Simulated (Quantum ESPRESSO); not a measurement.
Here is a Quantum ESPRESSO 7.5 calculation.

File pw.in:

```
&CONTROL
  calculation = 'scf'
  prefix = 'pwscf'
  outdir = './tmp'
  pseudo_dir = './pseudo'
  tprnfor = .true.
  tstress = .true.
  disk_io = 'low'
/
&SYSTEM
  ibrav = 0
  celldm(1) = 8
  nat = 3
  ntyp = 2
  ecutwfc = 45
  ecutrho = 360
  nbnd = 19
  occupations = 'smearing'
  smearing = 'fd'
  degauss = 0.00367493
/
&ELECTRONS
  conv_thr = 6d-10
  electron_maxstep = 120
  mixing_beta = 0.5
/
ATOMIC_SPECIES
Te   127.6000 te_pbesol_v1.uspp.F.UPF
Ti    47.8670 ti_pbesol_v1.4.uspp.F.UPF
CELL_PARAMETERS alat
  0.8921869465889   0.0000000000000   0.0000000000000
 -0.4460934732945   0.7726565606724   0.0000000000000
  0.0000000000000   0.0000000000000   1.5349300447273
ATOMIC_POSITIONS crystal
Te     0.3333333333    0.6666666667    0.7372000000
Te     0.6666666667    0.3333333333    0.2628000000
Ti     0.0000000000    0.0000000000    0.0000000000
K_POINTS automatic
8 8 4 0 0 0
```

Contents of bands.in:

```
&CONTROL
  calculation = 'bands'
  prefix = 'pwscf'
  outdir = './tmp'
  pseudo_dir = './pseudo'
  disk_io = 'low'
  verbosity = 'high'
/
&SYSTEM
  ibrav = 0
  celldm(1) = 8
  nat = 3
  ntyp = 2
  ecutwfc = 45
  ecutrho = 360
  nbnd = 19
  occupations = 'smearing'
  smearing = 'fd'
  degauss = 0.00367493
/
&ELECTRONS
  conv_thr = 1d-08
  electron_maxstep = 120
  mixing_beta = 0.5
  diago_full_acc = .true.
  startingwfc = 'random'
/
ATOMIC_SPECIES
Te   127.6000 te_pbesol_v1.uspp.F.UPF
Ti    47.8670 ti_pbesol_v1.4.uspp.F.UPF
CELL_PARAMETERS alat
  0.8921869465889   0.0000000000000   0.0000000000000
 -0.4460934732945   0.7726565606724   0.0000000000000
  0.0000000000000   0.0000000000000   1.5349300447273
ATOMIC_POSITIONS crystal
Te     0.3333333333    0.6666666667    0.7372000000
Te     0.6666666667    0.3333333333    0.2628000000
Ti     0.0000000000    0.0000000000    0.0000000000
K_POINTS crystal
60
 0.0000000000  0.0000000000  0.0000000000 1
 0.0625000000  0.0000000000  0.0000000000 1
 0.1250000000  0.0000000000  0.0000000000 1
 0.1875000000  0.0000000000  0.0000000000 1
 0.2500000000  0.0000000000  0.0000000000 1
 0.3125000000  0.0000000000  0.0000000000 1
 0.3750000000  0.0000000000  0.0000000000 1
 0.4375000000  0.0000000000  0.0000000000 1
 0.5000000000  0.0000000000  0.0000000000 1
 0.4583333333  0.0833333333  0.0000000000 1
 0.4166666667  0.1666666667  0.0000000000 1
 0.3750000000  0.2500000000  0.0000000000 1
 0.3333333333  0.3333333333  0.0000000000 1
 0.2962962963  0.2962962963  0.0000000000 1
 0.2592592593  0.2592592593  0.0000000000 1
 0.2222222222  0.2222222222  0.0000000000 1
 0.1851851852  0.1851851852  0.0000000000 1
 0.1481481481  0.1481481481  0.0000000000 1
 0.1111111111  0.1111111111  0.0000000000 1
 0.0740740741  0.0740740741  0.0000000000 1
 0.0370370370  0.0370370370  0.0000000000 1
 0.0000000000  0.0000000000  0.0000000000 1
 0.0000000000  0.0000000000  0.1250000000 1
 0.0000000000  0.0000000000  0.2500000000 1
 0.0000000000  0.0000000000  0.3750000000 1
 0.0000000000  0.0000000000  0.5000000000 1
 0.0625000000  0.0000000000  0.5000000000 1
 0.1250000000  0.0000000000  0.5000000000 1
 0.1875000000  0.0000000000  0.5000000000 1
 0.2500000000  0.0000000000  0.5000000000 1
 0.3125000000  0.0000000000  0.5000000000 1
 0.3750000000  0.0000000000  0.5000000000 1
 0.4375000000  0.0000000000  0.5000000000 1
 0.5000000000  0.0000000000  0.5000000000 1
 0.4666666667  0.0666666667  0.5000000000 1
 0.4333333333  0.1333333333  0.5000000000 1
 0.4000000000  0.2000000000  0.5000000000 1
 0.3666666667  0.2666666667  0.5000000000 1
 0.3333333333  0.3333333333  0.5000000000 1
 0.3030303030  0.3030303030  0.5000000000 1
 0.2727272727  0.2727272727  0.5000000000 1
 0.2424242424  0.2424242424  0.5000000000 1
 0.2121212121  0.2121212121  0.5000000000 1
 0.1818181818  0.1818181818  0.5000000000 1
 0.1515151515  0.1515151515  0.5000000000 1
 0.1212121212  0.1212121212  0.5000000000 1
 0.0909090909  0.0909090909  0.5000000000 1
 0.0606060606  0.0606060606  0.5000000000 1
 0.0303030303  0.0303030303  0.5000000000 1
 0.0000000000  0.0000000000  0.5000000000 1
 0.5000000000  0.0000000000  0.5000000000 1
 0.5000000000  0.0000000000  0.3750000000 1
 0.5000000000  0.0000000000  0.2500000000 1
 0.5000000000  0.0000000000  0.1250000000 1
 0.5000000000  0.0000000000  0.0000000000 1
 0.3333333333  0.3333333333  0.0000000000 1
 0.3333333333  0.3333333333  0.1250000000 1
 0.3333333333  0.3333333333  0.2500000000 1
 0.3333333333  0.3333333333  0.3750000000 1
 0.3333333333  0.3333333333  0.5000000000 1
```

Potentials or basis: GBRV 1.5 PBEsol.

Command:

```bash
$ OMP_NUM_THREADS=1 mpirun -n 2 pw.x -nk 2 -in pw.in > pw.out
$ OMP_NUM_THREADS=1 mpirun -n 2 pw.x -nk 2 -in bands.in > bands.out
```

Question: Predict the largest force.

Answer: 0.108 eV/Å.

Question: Predict the band gap on the k mesh.

Answer: None (metal or under the smearing width).

Question: What does it give for the pressure?

Answer: -2.2 GPa.

Levels at the corners of the path, in eV from the Fermi level:
```csv
point,band 8,band 9,band 10,band 11,band 12,band 13,band 14,band 15,band 16,band 17
Γ,-1.65,-1.65,0.35,0.42,0.42,0.60,1.09,1.09,3.08,3.08
M,-3.68,-2.71,-2.40,-1.72,-1.10,0.02,1.18,1.50,2.40,3.40
K,-3.66,-3.66,-2.35,-2.33,-2.33,0.99,1.45,1.45,2.09,2.09
Γ,-1.65,-1.65,0.35,0.42,0.42,0.60,1.09,1.09,3.08,3.08
A,-2.65,-1.58,-1.58,0.40,0.40,0.79,0.79,1.04,3.54,3.54
L,-4.54,-2.39,-1.99,-0.95,-0.58,-0.27,1.18,1.48,2.63,3.54
H,-4.06,-3.70,-3.23,-1.68,-1.68,1.00,1.01,1.01,3.04,3.04
A,-2.65,-1.58,-1.58,0.40,0.40,0.79,0.79,1.04,3.54,3.54
L,-4.54,-2.39,-1.99,-0.95,-0.58,-0.27,1.18,1.48,2.63,3.54
M,-3.68,-2.71,-2.40,-1.72,-1.10,0.02,1.18,1.50,2.40,3.40
K,-3.66,-3.66,-2.35,-2.33,-2.33,0.99,1.45,1.45,2.09,2.09
H,-4.06,-3.70,-3.23,-1.68,-1.68,1.00,1.01,1.01,3.04,3.04
```

Caveat: spin-orbit coupling is left out, which moves the levels of the heavy elements; this functional lacks dispersion, which binds the layers, so the pressure and a relaxed spacing across them are unreliable.
